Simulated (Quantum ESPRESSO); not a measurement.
**Optical response of NaF (Villiaumite)**

Wanted: where NaF (Villiaumite) starts to absorb, how strongly, and its refractive index.

Calculated with Quantum ESPRESSO 7.5; DFT, PBE, plane waves with norm-conserving potentials (PseudoDojo), scalar-relativistic, independent-particle optical response without local fields and without the non-local commutator.

### Step 1. The starting structure

The structure is cubic, space group Fm-3m (No. 225). Conventional cell: a = 4.640 Å, b = 4.640 Å, c = 4.640 Å, α = 90.00°, β = 90.00°, γ = 90.00°. Na has 6 F at 2.32 Å nearest. F has 6 Na at 2.32 Å nearest. Farther neighbours and most contacts between anions are not listed.

As a file:

```cif
data_structure
_symmetry_space_group_name_H-M 'P 1'
_symmetry_Int_Tables_number 1
_cell_length_a 3.2810
_cell_length_b 3.2810
_cell_length_c 3.2810
_cell_angle_alpha 60.000
_cell_angle_beta 60.000
_cell_angle_gamma 60.000
_cell_volume 24.97
loop_
_atom_site_label
_atom_site_type_symbol
_atom_site_fract_x
_atom_site_fract_y
_atom_site_fract_z
_atom_site_occupancy
Na1 Na 0.00000 0.00000 0.00000 1
F2 F 0.50000 0.50000 0.50000 1
```

### Step 2. Ground state

First the ground state: is it a metal or has it a gap?

This step: DFT, PBE, plane waves with norm-conserving potentials (PseudoDojo), scalar-relativistic, ground state (Quantum ESPRESSO 7.5).

Contents of scf.in:

```
&control
  calculation = 'scf'
  prefix = 'x'
  outdir = './tmp'
  pseudo_dir = './'
  verbosity = 'high'
/
&system
  ibrav = 0
  nat = 2
  ntyp = 2
  ecutwfc = 90
  occupations = 'smearing'
  smearing = 'fd'
  degauss = 0.003675
  nbnd = 12
/
&electrons
  conv_thr = 1e-09
  electron_maxstep = 100
/
ATOMIC_SPECIES
  Na 1.0 Na.upf
  F 1.0 F.upf
CELL_PARAMETERS angstrom
  0.000000000000 2.320000000000 2.320000000000
  2.320000000000 0.000000000000 2.320000000000
  2.320000000000 2.320000000000 0.000000000000
ATOMIC_POSITIONS crystal
  Na 0.000000000000 0.000000000000 0.000000000000
  F 0.500000000000 0.500000000000 0.500000000000
K_POINTS automatic
  8 8 8 0 0 0
```

Started as:

```console
$ mpirun -n 4 pw.x -nk 4 -in scf.in
```

The log of the run:

```text
for quantum simulation of materials; please cite

     using ibrav=0 with symmetry is DISCOURAGED, use correct ibrav instead

     G-vector sticks info
     --------------------
     sticks:   dense  smooth     PW     G-vecs:    dense   smooth      PW
     Sum         955     955    283                19579    19579    3143

     Using Slab Decomposition

     bravais-lattice index     =            0
     lattice parameter (alat)  =       6.2001  a.u.
     unit-cell volume          =     168.5352 (a.u.)^3
     number of atoms/cell      =            2
     number of atomic types    =            2
     number of electrons       =        16.00
     number of Kohn-Sham states=           12
     kinetic-energy cutoff     =      90.0000  Ry
     charge density cutoff     =     360.0000  Ry
     scf convergence threshold =      1.0E-09
     mixing beta               =       0.7000
     number of iterations used =            8  plain     mixing
     Exchange-correlation= PBE
                           (   1   4   3   4   0   0   0)

     celldm(1)=   6.200145  celldm(2)=   0.000000  celldm(3)=   0.000000
     celldm(4)=   0.000000  celldm(5)=   0.000000  celldm(6)=   0.000000

     crystal axes: (cart. coord. in units of alat)
               a(1) = (   0.000000   0.707107   0.707107 )
               a(2) = (   0.707107   0.000000   0.707107 )
               a(3) = (   0.707107   0.707107   0.000000 )

     reciprocal axes: (cart. coord. in units 2 pi/alat)
               b(1) = ( -0.707107  0.707107  0.707107 )
               b(2) = (  0.707107 -0.707107  0.707107 )
               b(3) = (  0.707107  0.707107 -0.707107 )

     ./Na.upf
     Pseudo is Norm-conserving, Zval =  9.0
     Generated using ONCVPSP code by D. R. Hamann
     Using radial grid of 1992 points,  4 beta functions with:
                l(1) =   0
                l(2) =   0
                l(3) =   1
                l(4) =   1

     ./F.upf
     Pseudo is Norm-conserving + core correction, Zval =  7.0
     Generated using ONCVPSP code by D. R. Hamann
     Using radial grid of  832 points,  5 beta functions with:
                l(1) =   0
                l(2) =   0
                l(3) =   1
                l(4) =   1
                l(5) =   2

     atomic species   valence    mass     pseudopotential
     Na                9.00     1.00000     Na( 1.00)
     F                 7.00     1.00000     F ( 1.00)

     48 Sym. Ops., with inversion, found

                                    s                        frac. trans.

     [... symmetry matrices left out ...]
   Cartesian axes

     site n.     atom                  positions (alat units)
         1        Na     tau(   1) = (   0.0000000   0.0000000   0.0000000  )
         2        F      tau(   2) = (   0.7071068   0.7071068   0.7071068  )

   Crystallographic axes

     site n.     atom                  positions (cryst. coord.)
         1        Na     tau(   1) = (  0.0000000  0.0000000  0.0000000  )
         2        F      tau(   2) = (  0.5000000  0.5000000  0.5000000  )

     number of k points=    29  Fermi-Dirac smearing, width (Ry)=  0.0037
                       cart. coord. in units 2pi/alat
        k(    1) = (   0.0000000   0.0000000   0.0000000), wk =   0.0039062
        k(    2) = (   0.0883883   0.0883883  -0.0883883), wk =   0.0312500
        k(    3) = (   0.1767767   0.1767767  -0.1767767), wk =   0.0312500
        k(    4) = (   0.2651650   0.2651650  -0.2651650), wk =   0.0312500
        k(    5) = (  -0.3535534  -0.3535534   0.3535534), wk =   0.0156250
        k(    6) = (   0.1767767   0.0000000   0.0000000), wk =   0.0234375
        k(    7) = (   0.2651650   0.0883883  -0.0883883), wk =   0.0937500
        k(    8) = (   0.3535534   0.1767767  -0.1767767), wk =   0.0937500
        k(    9) = (  -0.2651650  -0.4419417   0.4419417), wk =   0.0937500
        k(   10) = (  -0.1767767  -0.3535534   0.3535534), wk =   0.0937500
        k(   11) = (  -0.0883883  -0.2651650   0.2651650), wk =   0.0937500
        k(   12) = (   0.0000000  -0.1767767   0.1767767), wk =   0.0468750
        k(   13) = (   0.3535534   0.0000000   0.0000000), wk =   0.0234375
        k(   14) = (   0.4419417   0.0883883  -0.0883883), wk =   0.0937500
        k(   15) = (  -0.1767767  -0.5303301   0.5303301), wk =   0.0937500
        k(   16) = (  -0.0883883  -0.4419417   0.4419417), wk =   0.0937500
[...]
cryst. coord.
[...]
k(   22) = (   0.1250000   0.2500000   0.3750000), wk =   0.0937500
        k(   23) = (   0.1250000   0.2500000  -0.5000000), wk =   0.1875000
        k(   24) = (   0.1250000   0.2500000  -0.3750000), wk =   0.0937500
        k(   25) = (   0.1250000   0.3750000  -0.5000000), wk =   0.0937500
        k(   26) = (   0.1250000   0.3750000  -0.3750000), wk =   0.1875000
        k(   27) = (   0.1250000   0.3750000  -0.2500000), wk =   0.0937500
        k(   28) = (   0.1250000  -0.5000000  -0.3750000), wk =   0.0468750
        k(   29) = (   0.2500000  -0.5000000  -0.2500000), wk =   0.0234375

     Dense  grid:    19579 G-vectors     FFT dimensions: (  40,  40,  40)

     Initial potential from superposition of free atoms

     starting charge      15.9937, renormalised to      16.0000
     Starting wfcs are    9 randomized atomic wfcs +    3 random wfcs

     Self-consistent Calculation

     iteration #  1     ecut=    90.00 Ry     beta= 0.70
     Davidson diagonalization with overlap

            48 MiB given to the printing process from OS
            18 MiB allocation reported by mallinfo(arena+hblkhd)
------------------
     ethr =  1.00E-02,  avg # of iterations =  4.5

     total energy              =    -140.87910947 Ry
     estimated scf accuracy    <       0.20681357 Ry

     iteration #  2     ecut=    90.00 Ry     beta= 0.70
     Davidson diagonalization with overlap

            58 MiB given to the printing process from OS
            24 MiB allocation reported by mallinfo(arena+hblkhd)
------------------
     ethr =  1.29E-03,  avg # of iterations =  2.4

     total energy              =    -140.93024270 Ry
     estimated scf accuracy    <       0.17508378 Ry

     iteration #  3     ecut=    90.00 Ry     beta= 0.70
     Davidson diagonalization with overlap

            59 MiB given to the printing process from OS
            25 MiB allocation reported by mallinfo(arena+hblkhd)
------------------
     ethr =  1.09E-03,  avg # of iterations =  2.0

     total energy              =    -140.96658826 Ry
     estimated scf accuracy    <       0.00146575 Ry

     iteration #  4     ecut=    90.00 Ry     beta= 0.70
     Davidson diagonalization with overlap

            59 MiB given to the printing process from OS
            25 MiB allocation reported by mallinfo(arena+hblkhd)
------------------
     ethr =  9.16E-06,  avg # of iterations =  2.3

     total energy              =    -140.96678792 Ry
     estimated scf accuracy    <       0.00004956 Ry

     iteration #  5     ecut=    90.00 Ry     beta= 0.70
     Davidson diagonalization with overlap

            60 MiB given to the printing process from OS
            26 MiB allocation reported by mallinfo(arena+hblkhd)
------------------
     ethr =  3.10E-07,  avg # of iterations =  1.2

     total energy              =    -140.96678947 Ry
     estimated scf accuracy    <       0.00000253 Ry

     iteration #  6     ecut=    90.00 Ry     beta= 0.70
     Davidson diagonalization with overlap

            60 MiB given to the printing process from OS
            26 MiB allocation reported by mallinfo(arena+hblkhd)
------------------
     ethr =  1.58E-08,  avg # of iterations =  2.0

     total energy              =    -140.96679021 Ry
     estimated scf accuracy    <       0.00000057 Ry

     iteration #  7     ecut=    90.00 Ry     beta= 0.70
     Davidson diagonalization with overlap

            61 MiB given to the printing process from OS
            27 MiB allocation reported by mallinfo(arena+hblkhd)
------------------
     ethr =  3.54E-09,  avg # of iterations =  1.3

     total energy              =    -140.96679024 Ry
     estimated scf accuracy    <       0.00000005 Ry

     iteration #  8     ecut=    90.00 Ry     beta= 0.70
     Davidson diagonalization with overlap

            62 MiB given to the printing process from OS
            28 MiB allocation reported by mallinfo(arena+hblkhd)
------------------
     ethr =  3.35E-10,  avg # of iterations =  2.0

     total energy              =    -140.96679025 Ry
     estimated scf accuracy    <          1.0E-09 Ry

     iteration #  9     ecut=    90.00 Ry     beta= 0.70
     Davidson diagonalization with overlap

            62 MiB given to the printing process from OS
            28 MiB allocation reported by mallinfo(arena+hblkhd)
------------------
     ethr =  6.32E-12,  avg # of iterations =  2.0

     End of self-consistent calculation

          k = 0.0000 0.0000 0.0000 (  2421 PWs)   bands (ev):

   -46.1889 -18.1868 -18.0754 -18.0754 -18.0754   0.9037   0.9037   0.9037
     7.2222  19.9646  19.9646  19.9646

     occupation numbers
     1.0000   1.0000   1.0000   1.0000   1.0000   1.0000   1.0000   1.0000
     0.0000   0.0000   0.0000   0.0000

          k = 0.0884 0.0884-0.0884 (  2433 PWs)   bands (ev):

   -46.1870 -18.4333 -18.0772 -18.0772 -17.8103   0.6137   0.8666   0.8666
     7.7636  18.2067  20.1956  20.1956

     occupation numbers
     1.0000   1.0000   1.0000   1.0000   1.0000   1.0000   1.0000   1.0000
     0.0000   0.0000   0.0000   0.0000

          k = 0.1768 0.1768-0.1768 (  2442 PWs)   bands (ev):

   -46.1825 -18.6697 -18.0814 -18.0814 -17.5283   0.0225   0.7783   0.7783
     9.0752  16.0935  20.6935  20.6935

     occupation numbers
     1.0000   1.0000   1.0000   1.0000   1.0000   1.0000   1.0000   1.0000
     0.0000   0.0000   0.0000   0.0000

          k = 0.2652 0.2652-0.2652 (  2440 PWs)   bands (ev):

   -46.1779 -18.8223 -18.0856 -18.0856 -17.3293  -0.4729   0.6916   0.6916
    10.6444  14.3891  20.9802  20.9802

     occupation numbers
     1.0000   1.0000   1.0000   1.0000   1.0000   1.0000   1.0000   1.0000
     0.0000   0.0000   0.0000   0.0000

     [... further k points left out ...]

     the Fermi energy is     4.8615 ev

!    total energy              =    -140.96679025 Ry
     estimated scf accuracy    <          1.8E-11 Ry
     smearing contrib. (-TS)   =       0.00000000 Ry
     internal energy E=F+TS    =    -140.96679025 Ry

     The total energy is F=E-TS. E is the sum of the following terms:
     one-electron contribution =     -77.84079609 Ry
     hartree contribution      =      45.50214527 Ry
     xc contribution           =     -24.99323078 Ry
     ewald contribution        =     -83.63490864 Ry

     convergence has been achieved in   9 iterations

     XML data file, charge density, pseudopotentials, collected wavefunctions

                                        0.00s GPU  (     250 calls)

=------------------------------------------------------------------------------=
   JOB DONE.
=------------------------------------------------------------------------------=
```

The job ended after 3.5 s (4 MPI ranks of Arm Neoverse V2, shared host; peak memory 0.06 GiB).

Numbers from this step:

```
total energy           : -141.0 Ry
gap on the k-mesh      : 6.319 eV
direct gap on the mesh : 6.319 eV
```

There is a gap, 6.32 eV on this mesh (points off the mesh can give less), so no carriers' term is needed.

(Continued in part 2 of 3.)

[Machine, clock, banner and «Message from routine» lines are left out of the logs.]

[Logs are printed without paths, hosts, clocks, repeated set-up lines and the standing remarks that a program may print on its own settings, such as how far it seeks lower states.]

[Hosts, paths, dates, database ids (printed as entryN), source tags and the programs' standing remarks are cut or masked in the printed files.]
